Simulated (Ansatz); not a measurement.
A run of Ansatz 0.2.0 is set up as follows.

File input.yaml:

```yaml
crystal:
  lattice:
    - [1.2928041287, 0.7464008117, 7.661989331]
    - [-1.2928041287, 0.7464008117, 7.661989331]
    - [0.0, -1.4928016234, 7.661989331]
  atoms:
    - { symbol: Ni, position: [0.254733, 0.254733, 0.254733], spin: 1.0 }
    - { symbol: Ni, position: [0.5, 0.5, 0.5], spin: 1.0 }
    - { symbol: Ni, position: [0.745267, 0.745267, 0.745267], spin: 1.0 }
    - { symbol: Si, position: [0.0, 0.0, 0.0] }
kpoints:
  mp_grid: { grid: [12, 12, 12] }
scf:
  occupations: { method: fermi_dirac, width: 0.05 }
hamiltonian:
  xc: pbesol
  pseudopotentials: { kind: all_electron, lapw: { basis_error: 0.002 } }
  hubbard:
    sites: [{ species: Ni, l: d, u_eff: 4 }]
    double_counting: fll
    projectors: ortho-atomic
magnetization:
  spin_polarized: true
output:
  forces: true
  stress: true
  eigenvalues: true
  dos: { projected: false, de: 0.1, e_range: [-14, 6] }
```

Potentials or basis: all-electron LAPW, scalar-relativistic.

Command:

```bash
$ ansatz run input.yaml --threads 4 --pin off --max-ram 12288MiB --backend cpu --events-out ev --progress --plain --runs-dir out
```

(1) Estimate the pressure.

(2) Predict the band gap on the k mesh.

Answers

(1) -0.9 GPa.

(2) none (metal or under the smearing width).

Caveat: the magnetic state may not be the lowest; the U is typed as a test and isn't derived for this compound.
